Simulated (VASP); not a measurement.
Set up this calculation in VASP 6.6.1, as the native input.

```yaml
Task: single point
Functional: BLYP
Potentials_or_basis: VASP PAW PBE potentials, release 64 (Ir)
Cutoff: 520 eV
k_mesh: 13 × 13 × 13
Occupations: fermi-dirac, width 0.1 eV
Spin: no spin polarisation
Dipole_correction: no
Further_INCAR_settings: ALGO = Fast; EDIFF = 1e-07; NBANDS = 10
```

The structure of Ir lies in POSCAR:

```
Ir
1.0
    2.6517180095      0.0000000000      0.0000000000
    0.0000000000      2.6517180095      0.0000000000
    0.0000000000      0.0000000000      2.6517180095
Ir
1
Direct
    0.0000000000      0.0000000000      0.0000000000
```

This isn't the form of Ir at room conditions, which is fcc.

One way to write it, as run:

INCAR

```
PREC = Accurate
ENCUT = 520
EDIFF = 1E-7
ISMEAR = -1
SIGMA = 0.1
LREAL = False
LASPH = True
NELM = 100
ALGO = Fast
ISIF = 2
LWAVE = False
LCHARG = False
GGA = B5
ALDAX = 1.0
AGGAX = 1.0
AGGAC = 1.0
ALDAC = 0.0
NBANDS = 10
```

KPOINTS

```
Automatic mesh
0
Gamma
  13 13 13
```

Potentials or basis: VASP PAW PBE potentials, release 64 (Ir).

Run with:

```bash
$ cat potpaw_PBE.64/Ir/POTCAR > POTCAR
$ mpirun -np 1 vasp_std > vasp.out
```

Results of the run:

- Pressure: -6.0 GPa
- Band gap on the k mesh: none (metal or under the smearing width)

Caveat: the PAW data sets were made with another functional, which shifts forces and pressure a little.

Run time: 33 s on 1 thread of Intel(R) Xeon(R) Platinum 8259CL CPU @ 2.50GHz (Skylake/Cascade Lake), with other jobs on the host, peak memory 0.14 GiB.
